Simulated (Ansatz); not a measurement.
# Every step of a relaxation of Pb (hcp type)

DFT, PBE, PAW with Ansatz's default frozen-core files, fully relativistic files with spin-orbit coupling (Ansatz 0.2.0); a Γ-centred 13×13×7 k mesh, Fermi–Dirac smearing of 0.05 eV, no spin polarisation. The run relaxes cell and atoms at a target pressure of 0 GPa.

Command: `ansatz run input.yaml --threads 2 --pin off --max-ram 5120MiB --backend cpu --events-out ev --progress --plain --runs-dir out` It took 49 s on 2 threads of Arm Neoverse V2, with other jobs on the host, peak memory 0.62 GiB.

```yaml
crystal:
  lattice:
    - [3.5698929791, 0.0, 0.0]
    - [-1.7849464896, 3.0916180087, 0.0]
    - [0.0, 0.0, 5.7832266262]
  atoms:
    - { symbol: Pb, position: [0.3333333333, 0.6666666667, 0.25] }
    - { symbol: Pb, position: [0.6666666667, 0.3333333333, 0.75] }
kpoints:
  mp_grid: { grid: [13, 13, 7] }
scf:
  occupations: { method: fermi_dirac, width: 0.05 }
hamiltonian:
  xc: pbe
  pseudopotentials: { kind: paw_fr }
output:
  forces: true
  stress: true
relax:
  f_tol: 0.005
  max_steps: 40
  cell: {}
magnetization:
  noncollinear: true
  spin_orbit: true
```

Each step lists its free energy a cell above the last geometry, the pressure, the cell vectors (Å), and Cartesian positions (Å) with forces (eV/Å).

The first step:

```
step 1  dF = 8.39 meV  P = 0.41 GPa
  cell 3.5699 0.0000 0.0000  -1.7849 3.0916 0.0000  0.0000 0.0000 5.7832
  Pb 0.0000 2.0611 1.4458   0.0000 0.0000 0.0000
  Pb 1.7849 1.0305 4.3374   0.0000 0.0000 0.0000
```

Task: Where does the relaxation end, and by which steps?

Result: After 4 geometries, with conventional a, b, c = 3.534, 3.534, 5.952 Å, at 32.190 Å³/atom (+0.87 % against the start) in space group P6_3/mmc, with a shortest distance of 3.534 Å. The further steps:
```
step 2  dF = 2.60 meV  P = -0.02 GPa
  cell 3.5620 0.0000 0.0000  -1.7810 3.0847 0.0000  0.0000 0.0000 5.8685
  Pb 0.0000 2.0565 1.4671   0.0000 0.0000 0.0000
  Pb 1.7810 1.0282 4.4014   0.0000 0.0000 0.0000
step 3  dF = 0.15 meV  P = 0.07 GPa
  cell 3.5242 0.0000 0.0000  -1.7621 3.0520 0.0000  0.0000 0.0000 5.9693
  Pb 0.0000 2.0347 1.4923   0.0000 0.0000 0.0000
  Pb 1.7621 1.0173 4.4770   0.0000 0.0000 0.0000
step 4  dF = 0.00 meV  P = -0.01 GPa
  cell 3.5341 0.0000 0.0000  -1.7670 3.0606 0.0000  0.0000 0.0000 5.9522
  Pb 0.0000 2.0404 1.4880   0.0000 0.0000 0.0000
  Pb 1.7670 1.0202 4.4641   0.0000 0.0000 0.0000
step 5  dF = -0.08 meV  P = -0.01 GPa  (same geometry on a basis chosen anew; earlier energies don't compare to the last digit)
  cell 3.5341 0.0000 0.0000  -1.7670 3.0606 0.0000  0.0000 0.0000 5.9522
  Pb 0.0000 2.0404 1.4880   0.0000 0.0000 0.0000
  Pb 1.7670 1.0202 4.4641   0.0000 0.0000 0.0000
```
